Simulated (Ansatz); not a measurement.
## Elastic constants of GaN (P6_3mc), step by step

```
CELL_PARAMETERS angstrom
3.18258 0.00000 0.00000
-1.59129 2.75620 0.00000
0.00000 0.00000 5.18543
ATOMIC_POSITIONS crystal
Ga 0.33333 0.66667 0.99919
Ga 0.66667 0.33333 0.49919
N 0.33333 0.66667 0.37581
N 0.66667 0.33333 0.87581
```

The conventional cell has a = 3.183 Å, b = 3.183 Å, c = 5.185 Å, α = 90.00°, β = 90.00°, γ = 120.00°. Ga (atom 1) has 4 N at 1.95 Å as nearest neighbours. Around N (atom 3) lie 4 Ga at 1.95 Å.

Computed, not measured; unless marked otherwise by PBEsol, all-electron LAPW in Ansatz 0.2.0, scalar-relativistic. k mesh 8×8×4, fixed occupations, basis error target 1 meV/atom. The cell was relaxed by PAW under this functional.

The cell is hexagonal and carries a residual pressure of -0.02 GPa at this level. Each strain component that symmetry leaves independent is applied at ±0.003, the ions relax wherever a strain frees them, and the stress (tension positive, GPa) is read. Shears are engineering strains, γ = 2ε.

```csv
strain,size,σxx,σyy,σzz,σyz,σxz,σxy
xx,-0.003,-1.0266,-0.3724,-0.2477,0.0000,0.0000,0.0000
xx,+0.003,1.0417,0.3950,0.3078,0.0000,0.0000,0.0000
zz,-0.003,-0.2678,-0.2678,-1.1198,0.0000,0.0000,0.0000
zz,+0.003,0.2878,0.2878,1.1742,0.0000,0.0000,0.0000
yz,-0.003,0.0141,0.0154,0.0315,-0.2752,0.0000,0.0000
yz,+0.003,0.0141,0.0154,0.0315,0.2752,0.0000,0.0000
```

A central difference gives one constant, for example C11 ≈ (1.0417 − (-1.0266))/(0.006) = 344.7 GPa; the program then imposes the crystal's symmetry on the whole matrix.

Problem. What are the independent elastic constants?

Solution. C11 = 344.7, C12 = 127.9, C13 = 92.6, C33 = 382.3, C44 = 91.7 GPa.

Problem. Is the crystal stable against homogeneous strain?

Solution. The least eigenvalue of the 6×6 matrix is 91.7 GPa, so yes.

Problem. What moduli does a random aggregate of grains have?

Solution. Voigt and Reuss bounds: B from 188.7 to 188.7 and G from 106.0 to 108.9 GPa; their means are B = 188.7 and G = 107.5 GPa. Then E = 9BG/(3B + G) = 271.0 GPa, ν = (3B − 2G)/(6B + 2G) = 0.261 and B/G = 1.76, on the ductile side of Pugh's 1.75 (a rule of thumb, made for metals; it doesn't predict ductility here).

Problem. With the density of 6.113 g/cm³, how fast does sound travel, and what Debye temperature follows?

Solution. 

```tsv
direction	slow (m/s)	middle (m/s)	fast (m/s)
x	3873	4211	7509
y	3873	4211	7509
z	3873	3873	7908
```

The mean of v⁻³ over directions and branches gives v_m = 4648 m/s and θ_D = (ħ/k_B) v_m (6π²n)^(1/3) = 615 K, n being atoms per volume. Young's modulus spans 246 to 346 GPa over directions, and the universal anisotropy index is 0.14.

Problem. How far do the constants move if PAW replaces LAPW in the same cell?

Solution. 

```
constant  LAPW (GPa)  PAW (GPa)  difference
     C11       344.7      343.9        -0.8
     C12       127.9      127.9         0.0
     C13        92.6       92.7         0.1
     C33       382.3      382.4         0.1
     C44        91.7       91.4        -0.3
```

Problem. How do the constants change if the ions are clamped to the homogeneous strain?

Solution. Clamped values, with the change against relaxed ions: C11 = 406.1 (+61.4), C12 = 99.6 (-28.3), C13 = 61.4 (-31.2), C33 = 441.4 (+59.1), C44 = 108.0 (+16.3) GPa.

Keep in mind: constants at zero field, no piezoelectric stiffening; the frozen-core PAW files of the compared runs were fitted under PBE, their cores solved anew for this functional.
